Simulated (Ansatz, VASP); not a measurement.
## One calculation of Mo, two programs

```xyz
1
Lattice="0.0000 2.0150 2.0150 2.0150 0.0000 2.0150 2.0150 2.0150 0.0000" Properties=species:S:1:pos:R:3 pbc="T T T"
Mo    0.0000    0.0000    0.0000
```

Alike in both runs: task single point; functional BLYP; dispersion D4; k mesh 8 × 8 × 8; occupations gaussian, width 0.15 eV; non-collinear spin, spin-orbit coupling.

```csv
,VASP,Ansatz
version,VASP 6.6.1,Ansatz 0.2.0
potentials or method,"VASP PAW PBE potentials, release 64 (Mo_sv), cutoff 520 eV","all-electron LAPW, relativistic spinors"
```

VASP gave:

| Quantity | Value |
| --- | --- |
| gap on the k mesh at the Fermi level (eV) | none |
| pressure (GPa) | -6.1 |
| net moment per atom (μB) | 0.00 |
| dispersion energy (meV/atom) | -1113.3 |

Problem. Which values does Ansatz return?

Solution. gap on the k mesh at the Fermi level (eV): none; pressure (GPa): -6.8; net moment per atom (μB): 0.00; dispersion energy (meV/atom): -1113.4.

A gap of «none» marks a metal or a gap that the smearing closes. Ansatz ran all-electron here, so the differences hold the error of VASP's frozen core and of both bases.

Caveats: the PAW data sets were made with another functional, which shifts forces and pressure a little (VASP); the k mesh is thin for a metal, which can move the energy by tens of meV per atom (Ansatz); pairwise dispersion overbinds metals, which lowers pressure and volume (Ansatz).
